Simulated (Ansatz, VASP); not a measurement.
**One calculation of SnSe, two programs**

Contents of INCAR:

```
SYSTEM = SnSe
PREC     = Accurate       ! precision mode
ENCUT    = 520            ! plane-wave cutoff, eV
EDIFF    = 1E-7           ! SCF threshold, eV
ISMEAR   = -1             ! smearing method
SIGMA    = 0.02           ! smearing width, eV
LREAL    = .False.        ! projectors in reciprocal space
LASPH    = .True.         ! aspherical terms in the spheres
NELM     = 80             ! most SCF steps
ALGO     = Normal         ! electronic algorithm
ISIF     = 2              ! what is computed and relaxed
LWAVE    = .False.        ! write WAVECAR
LCHARG   = .True.         ! write CHGCAR
GGA      = PE             ! functional
LELF     = .True.         ! ELF
LVHAR    = .True.       
NBANDS   = 17             ! bands
```

KPOINTS

```
regular mesh
0
Gamma
  6 6 6
  0 0 0
```

POSCAR

```
SnSe
1.0
    0.0000000000      3.3639842879      3.3639842879
    3.3639842879      0.0000000000      3.3639842879
    3.3639842879      3.3639842879      0.0000000000
Sn Se
1 1
Direct
    0.0000000000      0.0000000000      0.0000000000
    0.2500000000      0.2500000000      0.2500000000
```

Input for Ansatz:

```yaml
crystal:
  lattice:
    - [0.0, 3.3639842879, 3.3639842879]
    - [3.3639842879, 0.0, 3.3639842879]
    - [3.3639842879, 3.3639842879, 0.0]
  atoms:
    - { symbol: Sn, position: [0.0, 0.0, 0.0] }
    - { symbol: Se, position: [0.25, 0.25, 0.25] }
kpoints:
  mp_grid: { grid: [6, 6, 6] }
  band_path:
    path:
      - [0.0, 0.0, 0.0]
      - [-0.5, -0.5, 0.0]
      - [-0.375, -0.375, 0.25]
      - [-0.375, 0.0, 0.375]
      - [0.0, 0.0, 0.5]
      - [-0.5, -0.25, 0.25]
    npoints: 1
hamiltonian:
  xc: pbe
scf:
  occupations: { method: fermi_dirac, width: 0.02 }
  n_extra_bands: 4
output:
  forces: true
  stress: true
  eigenvalues: true
```

The cell was built by a generator and needn't be a form met in nature.

Alike in both runs: task single point; functional PBE; k mesh 6 × 6 × 6; occupations fermi-dirac, width 0.02 eV; no spin polarisation.

```csv
,VASP,Ansatz
version,VASP 6.6.1,Ansatz 0.2.0
potentials or method,"VASP PAW PBE potentials, release 64 (Sn_d, Se)","plane waves, PAW"
plane-wave cutoff (eV),520,420
valence electrons in the cell,20,30
```

```csv
,VASP,Ansatz,Ansatz less VASP
pressure (GPa),0.8,0.8,0.00
```

With one functional, cell and mesh, what is left measures potentials, basis and numerics. The two sets of potentials don't hold the same shells in valence.

Caveats: spin-orbit coupling is left out, which moves the levels of the heavy elements. A k mesh can miss the band edges.
